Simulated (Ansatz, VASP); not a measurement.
# Cross-check of Al26CuN27 (Cu_Al) between VASP and Ansatz

One calculation is typed for both programs; each brings its own data sets. How far apart do they land? The cell is taken from a series of runs on this material, whose earlier steps may have relaxed, scaled, displaced or heated it; both programs get it as it stands.

Main program and level: Ansatz 0.2.0; plane waves, with VASP 6.6.1 beside it; single point at r2SCAN.

**1. Set-up**

The cell holds 54 atoms: 26 Al, 27 N and 1 Cu. Its edges and angles: a = 9.269 Å, b = 9.269 Å, c = 9.269 Å, α = 60.0°, β = 60.0°, γ = 60.0°. It derives from AlN (AlN (F-43m)). Nearest the centre at fractional (0.333, 0.667, 0.667): Cu54 at 0.02 Å, N43 at 2.00 Å, N35 at 2.01 Å, N41 at 2.02 Å, N44 at 2.03 Å, Al7 at 3.07 Å, Al12 at 3.07 Å, Al13 at 3.07 Å. The cell carries charge −1.

Structure file:

```xyz
54
Lattice="0.0000 6.5542 6.5542 6.5542 0.0000 6.5542 6.5542 6.5542 0.0000" Properties=species:S:1:pos:R:3 pbc="T T T"
Al   13.0994    6.5541    6.5548
Al    8.7347    2.1887    6.5520
Al   10.9208    4.3714    6.5520
Al    8.7324    6.5536    2.1951
Al    4.3603    2.1812    2.1910
Al    6.5524    4.3735    2.1890
Al   10.9112    6.5426    4.3860
Al    6.5512    8.7347   10.9188
Al    8.7446    4.3742    4.3794
Al   13.0975    8.7425    8.7401
Al    8.7376    4.3741    8.7258
Al   10.9153    6.5723    8.7230
Al    8.7213    8.7326    4.3861
Al    4.3598    4.3722    4.3647
Al    6.5533    6.5660    4.3795
Al   10.9165    8.7376    6.5639
Al    6.5464    4.3672    6.5412
Al   13.0999   10.9209   10.9227
Al    8.7354    6.5562   10.9123
Al   10.9258    8.7467   10.9170
Al    8.7331   10.9205    6.5548
Al    4.3679    6.5556    6.5521
Al    6.5504    8.7419    6.5519
Al   10.9214   10.9185    8.7400
Al    6.5534    6.5584    8.7257
Al    8.7512    8.7364    8.7230
N     1.0926    1.0952    1.0955
N     3.2787    3.2726    1.0987
N     5.4677    5.4623    1.0995
N     3.2733    1.0945    3.2894
N     5.4583    3.2792    3.2803
N     7.6432    5.4644    3.2845
N     5.4644    1.0971    5.4611
N     7.6416    3.2713    5.4576
N     9.8986    5.3771    5.4117
N     1.0948    3.2849    3.2755
N     3.2763    5.4657    3.2727
N     5.4623    7.6475    3.2787
N     3.2761    3.2856    5.4611
N     5.4506    5.4626    5.4577
N     7.5560    7.7201    5.4115
N     5.4656    3.2866    7.6422
N     7.5750    5.3954    7.6874
N     9.9105    7.7316    7.7157
N     1.0930    5.4681    5.4620
N     3.2753    7.6503    5.4612
N     5.4620    9.8374    5.4706
N     3.2741    5.4679    7.6498
N     5.4518    7.6538    7.6529
N     7.6412    9.8430    7.6538
N     5.4637    5.4700    9.8298
N     7.6449    7.6513    9.8268
N     9.8264    9.8376    9.8330
Cu    8.7218    6.5428    6.5604
```

**2. Ansatz: single point, r2SCAN**

Ansatz runs on its PAW soft_1 files.

With cell and atoms fixed, the geometry can't cause a difference; cores, projectors, grids and the points listed under the comparison can.

Contents of input.yaml:

```yaml
crystal:
  checkpoint: "../qm1_M1.relax.run"
  host: checkpoint
total_charge: -1
basis:
  ecutwfc: 500
  xc_grid: 2
hamiltonian:
  xc: r2scan
  pseudopotentials: { kind: paw, azcp: { folder: soft_1 } }
kpoints:
  mp_grid: { grid: [2, 2, 2], shift: [0.5, 0.5, 0.5] }
magnetization:
  spin_polarized: true
  initial_magnetization: 1
  spin_locking: { lock_magnetization: hard }
scf:
  occupations: { method: fermi_dirac, width: 0.01 }
  max_iter: 60
output:
  forces: true
  eigenvalues: true
  charged_corrections:
    epsilon: 4.64
    static_epsilon: 8.51
    defect_position: [0.333333, 0.666667, 0.666667]
  eigenstates: { localisation: true }
  populations: true
  efg: {}
checkpoint:
  read: "../qm1_M1.relax.run"
  write: "../qm1_M1.point.run"
  compress: false
  write_wavefunctions: false
  write_every: 100000
```

Started as:

```bash
$ ansatz run input.yaml --threads 4 --pin off --max-ram 7536MiB --backend cpu --events-out ev --progress --plain --runs-dir out
```

Numbers of over 12 decimals in the logs are rounded to 6 here.

What it wrote:

```text
Warning: This run holds its total moment fixed (magnetization.spin_locking.lock_magnetization: hard) and mixes its density by anderson or broyden (scf.mixing.algorithm, typed or taken by auto). Slabs with a fixed moment have converged under broyden above another state at the same moment, at the default mixing steps and at smaller ones, and under scf.lower_state_search: standard, light or off a state that such a mixer [...]
crystal.checkpoint: the structure is that of <dir>, a `relax` run, at its step 14: its result, under r2scan at a charge of -1 e; 54 atoms read, 1 with a starting moment; crystal.structure_sha256 for this input is
Engine: ansatz 0.2.0, aarch64-unknown-linux-gnu
Pseudopotentials: kind: paw
Pseudopotential: Al, paw, valence charge 3, recommended cutoff 500 eV (meta_gga), soft_1/Al.paw.azcp
Pseudopotential: N, paw, valence charge 5, recommended cutoff 500 eV (meta_gga), soft_1/N.paw.azcp
Pseudopotential: Cu, paw, valence charge 19, recommended cutoff 500 eV (meta_gga), soft_1/Cu.paw.azcp
Functional definition: r2SCAN
  parameter k0 = 0.174
  parameter k1 = 0.065
  parameter a1 = 4.9479
  exchange = r2scan_x(k0 = k0, k1 = k1, a1 = a1)
  correlation = r2scan_c
Crystal: 54 atoms, lattice volume = 563.102 Å³
Basis set: ecut = 500 eV, 14331 PW (Γ), exchange–correlation on 144×144×144 points (8 copies of the dense FFT grid, shifted against one another)
Bands: 171, of which v1, the nominal top of the filled ones, is band 117 counted from 1 (116 counted from 0)
Symmetry: 1 space group operations
Space group: P1 (ITA 1), of the structure as read, at distance tolerance 8.3e-5 Å
Magnetic group: BNS 1.1 (UNI 1), of the structure as read, at distance tolerance 8.3e-5 Å
k-points: 4 of 8 (time reversal used)
Non-local potential: Al, projectors of the file, l = 0: 2, l = 1: 2, l = 2: 1
Non-local potential: N, projectors of the file, l = 0: 2, l = 1: 2, l = 2: 1
Non-local potential: Cu, projectors of the file, l = 0: 3, l = 1: 2, l = 2: 3, l = 3: 1
PAW form: soft (Blöchl's): semilocal exchange-correlation on the pseudo side does not see the compensation charge
PAW frozen core: Al, regenerated for the run's functional (the file was generated under x = pbe(κ = 0.804, μ = 0.219515), c = pbe(β = 0.066725))
PAW frozen core: N, regenerated for the run's functional (the file was generated under x = pbe(κ = 0.804, μ = 0.219515), c = pbe(β = 0.066725))
PAW frozen core: Cu, regenerated for the run's functional (the file was generated under x = pbe(κ = 0.804, μ = 0.219515), c = pbe(β = 0.066725))
PAW one-centre angular grid: Al, 302 points (default); XC on 160 Gauss nodes
PAW one-centre angular grid: N, 302 points (default); XC on 160 Gauss nodes
PAW one-centre angular grid: Cu, 590 points (default); XC on 160 Gauss nodes
Initial density: read from a saved state, or passed on in memory by an earlier SCF of this step, an earlier step, the calling program or the single point that the run made first
Stability of the state it starts from, as read at its close in the collinear treatment: not read, because the mixer in use, unlike msr1, does not test its closes by its own steps (another_mixer); its run was given moments
Starting moments: Σ|m| = 1 μB on 1 of 54 sites; this step starts from the density that it was given
Initial wavefunctions: pseudopotential atomic-orbital guess — the wavefunctions supplied were not used: k-point sampling differs
Functional: x = r2scan, c = r2scan; τ floored in thin density (d = 2e-4 eV/Å³)
iter 1 solved again at ethr=2.82e-5 eV; its pass at ethr=3.10e-3 eV (dr2=6.58e-2 eV) is discarded
SCF iter   1: F=—  HF=-31144.240449 eV  |F-HF|=—  |Δ(HF+E_count)|=         —  Δρ=2.10e-3 (↑1.81e-3 ↓2.10e-3)  dr2=7.00e-2  dr2_τ=1.48e-3  dr2_m=2.38e-3  M=1.000 μB ∫|m|=1.134 μB  β_m=1.20  ethr=2.82e-5  ⟨swp⟩=9.9  Hψ=9799  notcnv=0  defer=2
preconditioner: auto → Resta (q_TF=auto, 2.355 Å⁻¹)  ε∞=3.8  [insulator: Δε(μ)=0.117 eV  Ē_g=13.919 eV  σ=0.010 eV  W_gap=0.99  n_scr=136 (ndim 8)  ℏωp=23.5 eV  f_vac=0.000  D(μ)=0.15/eV (n_scr^D=0)  ε∞_Penn≈3.8]
spin=Collinear: Resta preconditioning applied to the charge; magnetization (m = ρ↑ − ρ↓) channel mixes plain (no charge-response kernel on spin).
SCF iter   2: F=—  HF=-31144.228196 eV  |F-HF|=—  |Δ(HF+E_count)|=   1.23e-2  Δρ=1.04e-3 (↑1.04e-3 ↓1.04e-3)  dr2=1.92e-2  dr2_τ=1.59e-4  dr2_m=1.64e-4  M=1.000 μB ∫|m|=1.124 μB  β_m=1.20  ethr=2.82e-5  ⟨swp⟩=3.1  Hψ=2709  notcnv=0  defer=48  κ⁻¹=1.0e0(r=1)
[...]
E_corr1          = +0.542727  (monopole, q²α_M/2εL)
  F Makov-Payne    = n/a  (the rows are of the electrons' constant alone; ansatz place-levels tells what screens the charge)
  no potential alignment in this run, which stands beside a crystal: run the host's input off ansatz write-host-input, and read the two finished runs by ansatz place-levels (neither reads a slab, a wire or a sheet, whose cell leaves a vacuum)
--- Band table (eV; the first three rows and the last of 8) ---
  k-point 0 ↑: bands = [... 113 lower, 6.8464, 7.5721, 7.9398, 8.0832, 11.9425, 11.9995, 12.0148, 12.1144, ... 50 higher]
  k-point 1 ↑: bands = [... 113 lower, 6.8719, 7.1247, 7.9824, 8.0149, 11.2471, 12.2014, 12.2426, 12.8780, ... 50 higher]
  k-point 2 ↑: bands = [... 113 lower, 6.9229, 7.3625, 7.7971, 8.0023, 11.2594, 12.2087, 12.2294, 12.8905, ... 50 higher]
  k-point 3 ↓: bands = [... 113 lower, 7.1753, 8.0523, 8.2335, 8.6767, 11.2751, 12.2228, 12.2490, 12.9022, ... 50 higher]
--- Löwdin populations: 54 sites ---
  site symbol       q [e]    m [muB]
     0     Al      1.8996    -0.0001
     1      N      6.0530    -0.0001
     2     Al      1.8980    -0.0000
     3      N      6.0591    -0.0004
     4     Al      1.9168    -0.0032
     5      N      6.0584    -0.0005
     6     Al      1.9000    -0.0001
     7      N      6.0564     0.0007
     8     Al      1.9005    -0.0004
     9      N      6.0562     0.0002
    10     Al      1.9004    -0.0003
    11      N      6.0578    -0.0003
    12     Al      1.9213     0.0014
    13      N      6.0573     0.0001
    14     Al      1.9005    -0.0003
    15      N      6.0593    -0.0005
    16     Al      1.9166    -0.0022
    17      N      6.1033     0.0913
    18     Al      1.8990    -0.0011
    19      N      6.0527     0.0227
    20     Al      1.9156    -0.0021
    21      N      6.0576     0.0002
    22     Al      1.9191    -0.0010
    23      N      6.0620     0.0029
[...]
46     Al      1.9169    -0.0031
    47      N      6.0584    -0.0005
    48     Al      1.8991    -0.0011
    49      N      6.0525     0.0229
    50     Al      1.9156    -0.0019
    51      N      6.0576     0.0002
    52     Al      1.9192    -0.0010
    53      N      6.0619     0.0031
  spilling = 0.008021 (of n_electrons = 233.000000)
```

**3. VASP: single point, r2SCAN**

The same cell, functional, mesh and smearing now go to VASP, with its own data sets.

Lines of VASP's logs that name or quote its potential files are left out, and so is its time.

Contents of INCAR:

```
SYSTEM = Al26CuN27
PREC = Accurate
ENCUT = 580
EDIFF = 1E-06
NELM = 200
ISMEAR = -1
SIGMA = 0.01
LREAL = Auto
ALGO = Normal
METAGGA = R2SCAN
LASPH = .TRUE.
NELECT = 225
NBANDS = 152
ISPIN = 2
MAGMOM = 0 -0 -0 0 -0 -0 0 -0 -0 -0 0 0 0 -0 -0 0 -0 -0 0 -0 0 -0 -0 -0 0 0 -0 -0 -0 0 0 -0 -0 -0 0.06 0.02 0 0 -0 -0 0.06 0.01 0.15 0.02 -0 0 0 -0 -0 -0 0.02 0 0 0.53
LMAXMIX = 4
LORBIT = 11
LWAVE = .FALSE.
LCHARG = .FALSE.
ISIF = 2
ISYM = 0
NUPDOWN = 1
GGA_COMPAT = .FALSE.
LMIXTAU = .TRUE.
KPAR = 4
```

Contents of POSCAR:

```
Al26CuN27
1.0
    0.0000000000      6.5541898631      6.5541898631
    6.5541898631      0.0000000000      6.5541898631
    6.5541898631      6.5541898631      0.0000000000
Al N Cu
26 27 1
Direct
    0.0007234578      0.9993700536      0.9992595276
    0.0004624939      0.9992108046      0.3334744487
    0.0001966802      0.9994681003      0.6667594604
    0.0012430671      0.3336769768      0.9986671816
    0.0009104465      0.3333794804      0.3318912193
    0.0007745894      0.3332081227      0.6665158850
    0.0013270732      0.6678687022      0.9969028871
    0.9995367968      0.6663860712      0.3331571169
    0.0006872952      0.6674884714      0.6667086632
    0.3345242145      0.9989855465      0.9993532538
    0.3327871867      0.9985473497      0.3345898143
    0.3341363512      0.9967629374      0.6686236151
    0.3354607965      0.3337444232      0.9969038173
    0.3339209024      0.3320246110      0.3331616924
    0.3350717681      0.3331296382      0.6667287670
    0.3345209270      0.6669589631      0.9986101640
    0.3327606457      0.6652543339      0.3335578033
    0.6670279554      0.9994902680      0.9992149713
    0.6662182751      0.9987184044      0.3340847289
    0.6665908117      0.9990581627      0.6679348660
    0.6669183015      0.3331793700      0.9992618400
    0.6667341757      0.3329464245      0.3334762287
    0.6670044464      0.3326392668      0.6667838561
    0.6665236818      0.6669688506      0.9993588408
    0.6660429169      0.6652781655      0.3345983133
    0.6643193350      0.6665822851      0.6686257163
    0.0837730213      0.0833794880      0.0833264135
    0.0833453786      0.0842817280      0.4159671276
    0.0834704452      0.0842847945      0.7499375289
    0.0847229231      0.4171516947      0.0822674271
    0.0840070584      0.4164764669      0.4163211491
    0.0843545147      0.4167810554      0.7493745667
    0.0834384214      0.7497821425      0.0839489179
    0.0829424708      0.7497404292      0.4161706701
    0.0679134769      0.7577760034      0.7524879647
    0.4169499460      0.0828080607      0.0842363781
    0.4166827115      0.0826404954      0.4172435743
    0.4168310701      0.0834204901      0.7499780129
    0.4173404081      0.4158877324      0.0839607278
    0.4172711729      0.4154343200      0.4161799943
    0.4253408483      0.4003066795      0.7525498935
    0.4167739678      0.7492314394      0.0846724387
    0.4201753803      0.7527194810      0.4030250919
    0.4223893524      0.7548272107      0.7572535420
    0.7504541898      0.0829132183      0.0838435410
    0.7503738460      0.0828586545      0.4168601392
    0.7511195085      0.0835529385      0.7498120628
    0.7509379471      0.4162221654      0.0833267972
    0.7517983651      0.4158345097      0.4159729440
    0.7518511126      0.4159158662      0.7499380972
    0.7503657580      0.7494005394      0.0842209229
    0.7501463427      0.7491711505      0.4172404125
    0.7509808329      0.7492811540      0.7499757687
    0.3342405970      0.6667016495      0.6640214164
```

Contents of KPOINTS:

```
Points of the shifted mesh
8
Reciprocal
 0.2500000000  0.2500000000  0.2500000000 1
 0.2500000000  0.2500000000  0.7500000000 1
 0.2500000000  0.7500000000  0.2500000000 1
 0.2500000000  0.7500000000  0.7500000000 1
 0.7500000000  0.2500000000  0.2500000000 1
 0.7500000000  0.2500000000  0.7500000000 1
 0.7500000000  0.7500000000  0.2500000000 1
 0.7500000000  0.7500000000  0.7500000000 1
```

PAW data sets: Al, N and Cu (PBE family, release 64).

Started as:

```bash
$ mpirun -np 8 vasp_std
```

What it wrote:

```text
[banner, memory and clock lines left out]
running    8 mpi-ranks, on    1 nodes
[...]
|                                                                             |
|           W    W    AA    RRRRR   N    N  II  N    N   GGGG   !!!           |
|           W    W   A  A   R    R  NN   N  II  NN   N  G    G  !!!           |
|           W    W  A    A  R    R  N N  N  II  N N  N  G       !!!           |
|           W WW W  AAAAAA  RRRRR   N  N N  II  N  N N  G  GGG   !            |
|           WW  WW  A    A  R   R   N   NN  II  N   NN  G    G                |
|           W    W  A    A  R    R  N    N  II  N    N   GGGG   !!!           |
|                                                                             |
|     For optimal performance we recommend to set                             |
|       NCORE = 2 up to number-of-cores-per-socket                            |
|     NCORE specifies how many cores store one orbital (NPAR=cpu/NCORE).      |
|     This setting can greatly improve the performance of VASP for DFT.       |
[...]
DAV:   5    -0.632899117146E+03   -0.10042E+00   -0.10014E+00  5648   0.287E+00BRMIX: very serious problems
 the old and the new charge density differ
 old charge density:   224.00000 new  225.00000
BRMIX: very serious problems
 the old and the new charge density differ
 old charge density:   224.00000 new  225.00000
BRMIX: very serious problems
 the old and the new charge density differ
 old charge density:   224.00000 new  225.00000
BRMIX: very serious problems
 the old and the new charge density differ
 old charge density:   224.00000 new  225.00000
    0.521E+01
DAV:   6    -0.539263183536E+03    0.93636E+02   -0.35972E+02  7000   0.876E+01    0.318E+01
DAV:   7    -0.504788510952E+03    0.34475E+02   -0.74719E+01  7120   0.108E+02    0.159E+01
DAV:   8    -0.507073689332E+03   -0.22852E+01   -0.22514E+01  7408   0.437E+01    0.109E+01
DAV:   9    -0.507105977881E+03   -0.32289E-01   -0.80917E+00  7168   0.334E+01    0.640E+00
[...]
DAV:  18    -0.508641909947E+03    0.77931E-05   -0.73121E-05  6912   0.441E-02    0.202E-02
DAV:  19    -0.508641931547E+03   -0.21601E-04   -0.17954E-05  7160   0.417E-02    0.980E-03
DAV:  20    -0.508641931371E+03    0.17652E-06   -0.35055E-06  4952   0.130E-02
   1 F= -.50864193E+03 E0= -.50864149E+03  d E =-.889348E-03  mag=     1.0000
```

From OUTCAR (step 3):

```text
  FREE ENERGIE OF THE ION-ELECTRON SYSTEM (eV)
  ---------------------------------------------------
  free  energy   TOTEN  =      -508.6419313707 eV

  energy  without entropy=     -508.6410420227  energy(sigma->0) =     -508.64148670

 magnetization (x)
# of ion       s       p       d       tot
------------------------------------------
    1        0.000   0.000   0.000   0.000
    2        0.000   0.000   0.000   0.000
    3       -0.000  -0.000   0.000  -0.001
    4        0.000  -0.000   0.000   0.000
    5       -0.000  -0.000   0.000  -0.000
    6       -0.000  -0.000   0.000  -0.000
    7       -0.000   0.000   0.000  -0.000
    8       -0.000  -0.000   0.000  -0.000
    9       -0.000  -0.001   0.000  -0.001
   10       -0.000  -0.000   0.000  -0.000
   11       -0.001  -0.000   0.000  -0.001
   12        0.000   0.001   0.000   0.001
   13       -0.000   0.000   0.000  -0.000
[...]
--------------------------------------------------
tot          0.007   0.380   0.475   0.862
```

The magnetic state follows from one typed start and may not be the lowest. The cell is charged against a uniform background.

The run ends at a pressure of 3.63 GPa, with forces up to 0.24 eV/Å.

**4. Comparison**

Known differences besides the potentials themselves: VASP starts from the moments at which Ansatz ended; VASP keeps PBE cores, Ansatz makes them for the functional; the cutoff is 500 eV in Ansatz and 580 eV in VASP (PREC = Accurate, projectors in real space); site moments are counted in spheres of each program's own size. Total energies have different zeros and are not compared.

Compared:

```csv
quantity,Ansatz,VASP,difference
"total moment, fixed by the input (μB)",1.00,1.00,0.00
moment on Cu54 (μB),0.53,0.50,+0.02
moment on N43 (μB),0.15,0.12,+0.03
moment on N35 (μB),0.06,0.09,-0.03
moment on N41 (μB),0.06,0.08,-0.03
```

Forces on 8 of the 54 atoms, those with the largest forces and the largest differences (eV/Å; atoms numbered as in POSCAR):

```
atom          Ansatz x, y, z            VASP x, y, z
 Al3     0.043, 0.021, 0.049     0.047, 0.002, 0.181
Al17     0.060, 0.059, 0.031     0.105, 0.104, 0.141
Al23     0.022, 0.044, 0.048    -0.005, 0.051, 0.186
 N35    -0.097, 0.060, 0.026   -0.107, 0.160, -0.137
 N41    0.063, -0.092, 0.022   0.159, -0.110, -0.133
 N43    0.082, 0.076, -0.096   -0.082, -0.076, 0.087
 N44  -0.124, -0.123, -0.069  -0.102, -0.103, -0.094
Cu54   -0.026, -0.030, 0.016     0.113, 0.112, 0.022
```

The forces differ by 46 meV/Å r.m.s., which is 74.9 % of the r.m.s. force of 0.062 eV/Å (both taken over all components). The cell carries a charge of -1 e against a uniform background, so its pressure also hangs on how the neutralising background is counted, and in a defect's cell a gap may be the spacing between its levels.

**5. Results**

```
r.m.s. force difference (single point, r2SCAN) : 46 meV/Å
```

**Reading.** The r.m.s. force difference is 46 meV/Å (single point, r2SCAN), beyond the 12 meV/Å picked in this series as the mark of a large difference. The data sets hold unlike numbers of valence electrons (233 in Ansatz and 225 in VASP), so part of the differences comes from the potentials. What causes the difference of the single point, r2SCAN pair stays open here. Such differences can come from data sets, numerical settings and the points named under the comparisons, not from the functional's error against experiment.

[Lines on the potential files, build, host, timing and source positions are cut from VASP's logs without a mark.]

[Logs are printed without paths, hosts, clocks, repeated set-up lines and the standing remarks that a program may print on its own settings, such as how far it seeks lower states.]

[Hosts, paths, dates, database ids (printed as entryN), source tags and the programs' standing remarks are cut or masked in the printed files.]
